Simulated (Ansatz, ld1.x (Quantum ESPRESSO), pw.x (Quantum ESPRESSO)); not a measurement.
**From atom to crystal: TM potential for bromine**

ld1.x (Quantum ESPRESSO) 7.5 input, shortened:

```
&input
   title='Br', zed=35., rel=1, dft='PBE', iswitch=3,
   config='[Ar] 3d10 4s2 4p5 4d-2'
 /
 &inputp
   pseudotype=2, tm=.true., lloc=2,
   nlcc=.false.
 /
3
4S  1  0   2.00   0.00  1.24  1.24  0.0
4P  2  1   5.00   0.00  1.40  1.40  0.0
4D  3  2  -2.00   0.25  1.70  1.70  0.0
 &test
   configts(1)='4s2 4p5'
 /
```

Crystal test: sc Br in pw.x 7.5, no spin, 11³ k-points, Fermi–Dirac smearing 0.01 Ry, cutoffs 135/540 Ry. The reference is all-electron LAPW (Ansatz 0.2.0) with the same functional, mesh and smearing; V0 and B0 come from Birch–Murnaghan fits to the pressures at five volumes. Errors are pseudo minus all-electron; Δ is the rms difference of the E(V) curves that follow from these fits, minima aligned, over ±6 % about the mean V0. Mesh and smearing are coarse, so the numbers serve the comparison and aren't converged zero-temperature values; the lattice is a test structure that the element need not adopt.

```csv
V (Å³/atom),P all-electron (GPa),P pseudo (GPa)
28.707,1.54,1.75
29.463,0.68,0.86
30.218,-0.06,0.11
30.973,-0.68,-0.53
31.729,-1.20,-1.07
```

All-electron: a0 = 3.113 Å (V0 = 30.16 Å³/atom), B0 = 27.2 GPa.

Pseudopotential: mean pressure error (GPa): +0.16; a0 (Å): 3.119; a0 error (%): +0.20; B0 error (%): -0.5; Δ (meV/atom): 1.1.

**Question.** At the middle volume, how do free energy and pressure move when the wave cutoff is lowered (ecutrho kept at four times it)?

**Answer.**

| cutoff (Ry) | shift of F (meV/atom) | shift of P (GPa) |
| --- | --- | --- |
| 61 | +53.8 | -0.27 |
| 81 | +39.8 | -0.41 |
| 108 | +2.7 | -0.14 |

The run at the middle volume (56 k-points, 7 iterations) took about 40 s on one core of a shared host (Intel(R) Xeon(R) Platinum 8375C CPU @ 2.90GHz, 128 threads, 992 GiB, load 76).
